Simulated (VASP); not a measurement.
Here is a VASP 6.6.1 calculation.

The input POSCAR:

```
ZnS
1.0
    3.8110000000      0.0000000000      0.0000000000
   -1.9055000000      3.3004228138      0.0000000000
    0.0000000000      0.0000000000      6.2340000000
Zn S
2 2
Direct
    0.6666666667      0.3333333333      0.5000000000
    0.3333333333      0.6666666667      0.0000000000
    0.6666666667      0.3333333333      0.8850000000
    0.3333333333      0.6666666667      0.3850000000
```

INCAR.step1

```
PREC     = Accurate       # precision mode
ENCUT    = 550            # plane-wave cutoff, eV
EDIFF    = 1E-6           # SCF threshold, eV
ISMEAR   = -1             # smearing method
SIGMA    = 0.05           # smearing width, eV
LREAL    = False          # projectors in reciprocal space
LASPH    = True           # aspherical terms in the spheres
NELM     = 100            # most SCF steps
ALGO     = Normal         # electronic algorithm
ISIF     = 2              # what is computed and relaxed
LWAVE    = False          # write WAVECAR
LCHARG   = True           # write CHGCAR
GGA      = PE             # functional
NBANDS   = 26             # bands
```

The input KPOINTS.step1:

```
regular mesh
0
Gamma
  8 8 5
```

Contents of INCAR.step2:

```
PREC     = Accurate       # precision mode
ENCUT    = 550            # plane-wave cutoff, eV
EDIFF    = 1E-6           # SCF threshold, eV
ISMEAR   = 0              # smearing method
SIGMA    = 0.05           # smearing width, eV
LREAL    = False          # projectors in reciprocal space
LASPH    = True           # aspherical terms in the spheres
NELM     = 100            # most SCF steps
ALGO     = Normal         # electronic algorithm
ISIF     = 2              # what is computed and relaxed
LWAVE    = False          # write WAVECAR
LCHARG   = False          # write CHGCAR
GGA      = PE             # functional
NBANDS   = 26             # bands
ICHARG   = 11             # starting density
```

The input KPOINTS.step2:

```
path GMKGALHA,LM,KH
10
line-mode
reciprocal
 0.0000000000  0.0000000000  0.0000000000  G
 0.5000000000  0.0000000000  0.0000000000  M

 0.5000000000  0.0000000000  0.0000000000  M
 0.3333333333  0.3333333333  0.0000000000  K

 0.3333333333  0.3333333333  0.0000000000  K
 0.0000000000  0.0000000000  0.0000000000  G

 0.0000000000  0.0000000000  0.0000000000  G
 0.0000000000  0.0000000000  0.5000000000  A

 0.0000000000  0.0000000000  0.5000000000  A
 0.5000000000  0.0000000000  0.5000000000  L

 0.5000000000  0.0000000000  0.5000000000  L
 0.3333333333  0.3333333333  0.5000000000  H

 0.3333333333  0.3333333333  0.5000000000  H
 0.0000000000  0.0000000000  0.5000000000  A

 0.5000000000  0.0000000000  0.5000000000  L
 0.5000000000  0.0000000000  0.0000000000  M

 0.3333333333  0.3333333333  0.0000000000  K
 0.3333333333  0.3333333333  0.5000000000  H
```

Potentials or basis: VASP PAW PBE potentials, release 64 (Zn_GW, S_GW).

Launch:

```sh
$ cat potpaw_PBE.64/Zn_GW/POTCAR potpaw_PBE.64/S_GW/POTCAR > POTCAR
$ cp INCAR.step1 INCAR
$ cp KPOINTS.step1 KPOINTS
$ mpirun -np 1 vasp_std > vasp.out
$ cp INCAR.step2 INCAR
$ cp KPOINTS.step2 KPOINTS
$ mpirun -np 1 vasp_std > vasp.out
```

Q: What does it give for the band gap along the path?

A: 2.25 eV, direct.

Q: Predict the band gap on the k mesh.

A: 2.25 eV, direct.

Levels at the corners of the path, in eV from the valence-band top:
```csv
point,band 14,band 15,band 16,band 17,band 18,band 19,band 20,band 21,band 22,band 23
Γ,-0.86,-0.86,-0.01,-0.01,0.00,2.25,2.99,6.28,6.28,6.58
M,-4.21,-3.15,-2.25,-1.56,-0.98,3.61,4.26,5.17,7.11,7.40
M,-4.21,-3.15,-2.25,-1.56,-0.98,3.61,4.26,5.17,7.11,7.40
K,-4.36,-3.87,-2.21,-2.21,-2.21,4.47,5.91,5.91,7.89,7.90
K,-4.36,-3.87,-2.21,-2.21,-2.21,4.47,5.91,5.91,7.89,7.90
Γ,-0.86,-0.86,-0.01,-0.01,0.00,2.25,2.99,6.28,6.28,6.58
Γ,-0.86,-0.86,-0.01,-0.01,0.00,2.25,2.99,6.28,6.28,6.58
A,-2.76,-0.45,-0.45,-0.45,-0.45,3.51,3.51,6.70,6.70,6.70
A,-2.76,-0.45,-0.45,-0.45,-0.45,3.51,3.51,6.70,6.70,6.70
L,-4.90,-1.66,-1.66,-1.53,-1.53,3.61,3.61,5.13,5.13,8.94
L,-4.90,-1.66,-1.66,-1.53,-1.53,3.61,3.61,5.13,5.13,8.94
H,-4.77,-3.11,-3.11,-1.25,-1.25,4.53,4.53,6.47,6.47,7.30
H,-4.77,-3.11,-3.11,-1.25,-1.25,4.53,4.53,6.47,6.47,7.30
A,-2.76,-0.45,-0.45,-0.45,-0.45,3.51,3.51,6.70,6.70,6.70
L,-4.90,-1.66,-1.66,-1.53,-1.53,3.61,3.61,5.13,5.13,8.94
M,-4.21,-3.15,-2.25,-1.56,-0.98,3.61,4.26,5.17,7.11,7.40
K,-4.36,-3.87,-2.21,-2.21,-2.21,4.47,5.91,5.91,7.89,7.90
H,-4.77,-3.11,-3.11,-1.25,-1.25,4.53,4.53,6.47,6.47,7.30
```

Caveat: the log is that of the step along the path at fixed density, whose energy, stress, charges and moments have no meaning.

**The experiment to reproduce.**

From a printed reference work, monograph, for a bulk crystal of ZnS at 4 K: band gap 3.911 eV (direct).

A measured gap of ZnS is 3.911 eV (direct; 4 K; a printed reference work, monograph); the calculated 2.25 eV misses it by -1.66 eV. The value is that of PBE, without temperature or zero-point motion. Semilocal functionals fall short of measured gaps as a rule.
